An attraction between atoms that falls off as 1/r⁶ falls off as 1/V² with the volume V of the crystal, because V grows as r³. Write its energy as E = −c/V², with c a positive constant. Its pressure, −dE/dV, is then −2c/V³: it pulls the crystal inward. Its share of the bulk modulus, V·d²E/dV², is −6c/V³, so at fixed volume the attraction softens the crystal by three times its inward pressure.

The crystal also shrinks under that pull, and a compressed crystal is stiffer. The gain is roughly B′ times the inward pressure, where B′ is the rise of the bulk modulus per unit of pressure. In these seven crystals the fitted B′, which already includes the dispersion term, lies between 3.7 and 5.5, always above three. A plain 1/r⁶ attraction should therefore raise the modulus of the relaxed crystal, although it lowers the modulus at a fixed volume.

Bulk moduli of seven crystals from ABINIT 10.8.3, with periodic Kohn-Sham DFT at the BP86+D2 level, no spin polarization or spin-orbit coupling, and Fermi-Dirac smearing of 0.05 eV. Each computed modulus comes from a fit to the energies at seven volumes and holds at the fitted energy minimum, not at the listed cell volume.

| formula | space group | volume of the given cell (Å³/atom) | potentials or basis | wave cutoff (eV) | k-mesh | computed bulk modulus (GPa) | measured bulk modulus (GPa) | range of the values found (GPa) | what was measured, and how | source | computed over measured, less one (%) |
| --- | --- | --- | --- | --- | --- | --- | --- | --- | --- | --- | --- |
| Al | Fm-3m | 16.60 | JTH PAW PBE v2.0 | 544.2 | 11x11x11 | 62.4 | 76.9 | one value | bulk modulus; literature experiment; bulk crystal | pmc:3831299 (2013) | -18.9 |
| BAs | F-43m | 13.63 | JTH PAW PBE v2.0 | 408.2 | 10x10x10 | 132.1 | 148 | one value | literature experimental value; not stated; bulk crystal | arXiv:1911.11281 (2019) | -10.7 |
| BP | F-43m | 11.68 | JTH PAW PBE v2.0 | 544.2 | 10x10x10 | 167.8 | 174 | 173 to 179 | B0, Murnaghan EOS fit with V0 fixed at 93.45 A^3; XRD in diamond anvil cell; powder | arXiv:1505.05714 (2015) | -3.6 |
| SiC | F-43m | 10.35 | JTH PAW PBE v2.0 | 544.2 | 10x10x10 | 217.0 | 225 | one value | bulk modulus B; quoted earlier experiment; bulk crystal | pmc:9505936 (2022) | -3.6 |
| Rh | Fm-3m | 13.67 | JTH PAW PBE v2.0 | 544.2 | 12x12x12 | 272.8 | 264 | one value | K0 from ultrasound; ultrasound; bulk crystal | pmc:11535440 (2024) | 3.3 |
| BN | F-43m | 5.96 | JTH PAW PBE v2.0 | 707.5 | 13x13x13 | 383.6 | 395 | 395 to 400 | isothermal B0, Vinet fit; equation-of-state measurement; bulk crystal | arXiv:1208.3664 (2012) | -2.9 |
| C | Fd-3m | 5.67 | JTH PAW PBE v2.0 | 544.2 | 13x13x13 | 440.7 | 442 | 441.8 to 444.8 | B0 from ultrasound; ultrasonic measurement; bulk crystal | arXiv:cond-mat/0702656 (2007) | -0.3 |

D2 is an attraction of this kind, added to the gradient-corrected functional BP86. It has one extra ingredient: a damping function switches it off at short distances, where the functional already describes the bond. To see what D2 does here, its energy was calculated from the published constants of the method and subtracted from the fitted energy curve of each crystal. The new minimum gives an estimated modulus without D2, which is a reconstruction and not a second run. It should reproduce such a run closely, because D2 depends only on the positions of the atoms and these cubic cells have no free coordinate besides the volume, provided ABINIT uses the same published constants. The measured moduli play no part in it, and the printed output after this text gives the result for every row.

**Aluminium** opens the table with the largest error: 62 GPa computed against 77 GPa measured, or 19 % too soft. Its relaxed volume is 2.4 % below that of the listed cell. A cell that has shrunk ought to be stiff, so an overlarge cell is no explanation for this error. The damping is.

The nearest neighbours in aluminium sit where D2 is only beginning to switch on. If they move apart, the damping fades and D2 lowers their energy further, so this shell pushes the crystal outward, by about 2.9 GPa. All the other shells together pull inward by 5.3 GPa, which leaves a net inward pressure of only 2.4 GPa. The softening has no such cancellation, because the outward push grows as the crystal expands and so helps it to expand further. The outer shells alone would soften the crystal by roughly three times 5.3 GPa, or 16 GPa, and the total is 22 GPa, so the nearest shell adds to the softening.

The balance for aluminium can be worked out in three steps, starting from its own energy curve:

- direct softening by D2 at the relaxed volume: −22 GPa
- stiffening by contraction: B′ × inward pressure = 5.5 × 2.4 GPa ≈ +13 GPa
- net effect: −22 + 13 = −9 GPa

The full subtraction gives −11 GPa, close to this short estimate; the small gap arises because the crystal without D2 stiffens by only about 4.5 GPa, not 5.5 GPa, for each GPa of pressure. Without D2 the modulus would be about 74 GPa, only 4 % below the measured value. Most of the error in this row thus belongs to the dispersion correction and not to BP86, although a motionless lattice is expected to be stiffer than the measured one, which would enlarge the share left to BP86. The remainder may include an effect of the k-mesh, to which a simple metal can be sensitive; that has not been tested.

**The next three rows**, BAs, BP and SiC, are semiconductors, and D2 acts on them in the direction of the opening argument. It stiffens them by 4 to 9 GPa and so brings all three closer to experiment. BP and SiC end up 3.6 % too soft, which is good enough for most engineering estimates. The two should not be ranked, since the measured values for BP alone run from 173 to 179 GPa.

BAs stays 11 % too soft, and neither of the two choices examined here repairs it. Its relaxed volume is almost that of the listed cell, so relaxation changes little. Taking D2 away would widen the error to about 14 %. Gradient-corrected functionals are known to make many solids somewhat too soft, and this is probably part of the answer. All seven rows also combine BP86 with potentials made for the functional PBE, and the effect of that mismatch has not been tested. This row also has the lowest cutoff in the table, 408.2 eV, whose convergence was not checked. The comparison rests on a single literature value, so the size of the error is less certain than its sign.

**Rhodium** is the only row that comes out too stiff, by 3 %. It is also the row in which the choice of volume changes the modulus by the most GPa. At the listed cell the modulus is about 245 GPa, which is 7 % below experiment; at the relaxed volume it is 273 GPa. The step between these two settings is larger than either error, and it changes the sign.

Relaxation is the consistent choice, because a modulus measured at ambient pressure belongs to a crystal that is free of stress. In rhodium, however, the relaxed volume is strongly shaped by D2. The correction pulls inward with 16.5 GPa, nearly seven times as hard as in aluminium. Its D2 coefficient is more than twice as large, and its atoms are packed more closely. The damping adds to this. Both metals have the same damping radius, but the neighbours in rhodium are closer, 2.68 Å against 2.86 Å in the listed cells. They lie deeper in the region where D2 is switched off, so their outward push cancels only a fifth of the inward pull.

The result is a contest between two large numbers. D2 softens rhodium directly by 62 GPa, while the contraction stiffens it by about 86 GPa in the short estimate. The net gain is 23 GPa by that estimate and 11 GPa by the full subtraction. The full subtraction is the one to trust here. The short estimate uses the B′ of the curve with D2, which is 5.2, but the contraction compresses the crystal without D2. That crystal stiffens from 262 GPa at its own minimum to 335 GPa at the volume with D2, which is only about 4.4 GPa for each GPa of pressure.

Without D2 the modulus would thus be about 262 GPa, close to the measured 264 GPa. That looks better than the 273 GPa with D2, but the measured value would probably be somewhat higher for a motionless lattice, so these numbers can't settle which description is better. The good agreement in the table is therefore a weak argument for using D2 in a metal. Theory gives a reason for caution as well: the D2 coefficients are fixed for each element and take no account of the screening by conduction electrons.

**Boron nitride and diamond** close the table with the stiffest lattices and small errors, 2.9 % and 0.3 %. D2 contributes 17 GPa to the first and 13 GPa to the second. The whole gain comes from contraction, and the direct effect takes back only 4 to 5 GPa of it. The direct softening is expected to be small because the third shell of neighbours sits near the distance at which the damped pair energy is lowest. An energy curve is bowed upward around its lowest point, and this should offset most of the softening that comes from the other shells.

The 0.3 % for diamond shouldn't be taken as the accuracy of the method. Its relaxed and listed volumes differ by only 0.03 %, yet the modulus from pressures and the modulus from energies differ by nearly 3 GPa, which is more than the error itself. The runs for diamond and boron nitride also warn of overlapping PAW spheres, and the effect of this has not been tested. Without D2, diamond would be about 3 % too soft and boron nitride about 7 %. The measured values also contain thermal and zero-point motion, which usually soften a crystal. A comparison with a motionless lattice would thus tend to make both computed values look softer still.

Taken over the whole table, D2 hardly changes the average size of the error: 6.2 % with it and 6.4 % in the reconstruction without it. That average hides a division. All five covalent crystals move closer to experiment, because the contraction offsets part of the softness of the functional. Aluminium moves far away from it, and rhodium remains undecided.

The costs are very uneven. D2 is a sum over pairs of atoms and adds almost nothing to a self-consistent calculation. The relaxed modulus is the expensive part: the energy curves used here take seven volumes each, whereas the modulus at the listed cell was obtained from the pressures at two; fewer than seven volumes placed around the minimum would probably suffice. With a fixed basis the pressures lie below the slope of the energies in all rows, and where this offset changes with volume the shorter route carries a small error of its own. For rhodium the additional runs are worth 28 GPa, for BAs less than 1 GPa.

A practical rule follows. Take the modulus at the relaxed volume whenever relaxation changes the volume by a per cent or more, because each per cent of volume shifts the modulus by roughly B′ per cent. For covalent crystals like these, keep D2 and allow for a result up to about a tenth too soft. For a metal, find the modulus both with D2 and without it, which for a cell fixed by its volume alone needs no second run, only the subtraction of the D2 energy from a curve wide enough to hold both minima; if the two moduli differ by more than the purpose can tolerate, do not let D2 decide the answer.

Output of the analysis:

```
Effect of the volume at which the modulus is taken:
  row  fitted over listed volume less one (%)  modulus at listed volume (GPa)  its error (%)  gain on relaxing (GPa)
   Al                                  -2.376                           54.55         -29.07                   7.854
  BAs                                 -0.1081                           131.7         -10.98                  0.3531
   BP                                  -1.186                           159.2         -8.493                   8.578
  SiC                                 -0.5238                           212.5         -5.559                   4.509
   Rh                                  -2.242                           245.1         -7.169                   27.73
   BN                                   -1.07                           368.1         -6.806                   15.49
    C                               0.0005291                             438        -0.8978                   2.668
D2 part at the fitted volume:
  row  D2 pressure (GPa)  direct D2 change of modulus (GPa)  stiffening by contraction to first order (GPa)  first-order net (GPa)
   Al             -2.409                             -22.13                                           13.31                 -8.817
  BAs             -4.014                             -12.51                                           14.72                  2.215
   BP             -4.807                             -8.906                                           18.83                   9.92
  SiC             -5.293                             -11.89                                           21.79                  9.905
   Rh              -16.5                             -62.38                                           85.52                  23.15
   BN             -5.588                             -4.095                                           21.31                  17.21
    C             -4.356                             -4.708                                           17.22                  12.51
Reconstruction without D2:
  row  volume (A^3/atom)  contraction by D2 (%)  modulus without D2 (GPa)  net D2 effect (GPa)  error without D2 (%)
   Al              16.71                 -3.005                     73.58               -11.18                -4.317
  BAs              14.02                 -2.906                     127.9                4.192                -13.58
   BP              11.88                 -2.829                     158.6                9.246                -8.877
  SiC              10.55                  -2.39                     208.9                8.078                -7.146
   Rh              14.13                 -5.398                       262                10.78               -0.7516
   BN              5.984                  -1.47                     366.9                16.73                -7.122
    C              5.727                -0.9928                     427.8                12.94                -3.221
Al, D2 pressure of the nearest shell alone (GPa, positive is outward): 2.924
Rh, D2 pressure of the nearest shell alone (GPa, positive is outward): 4.097
Mean error with D2 (%): -5.243
Mean error without D2, reconstructed (%): -6.43
Mean size of error with D2 (%): 6.186
Mean size of error without D2, reconstructed (%): 6.43
```
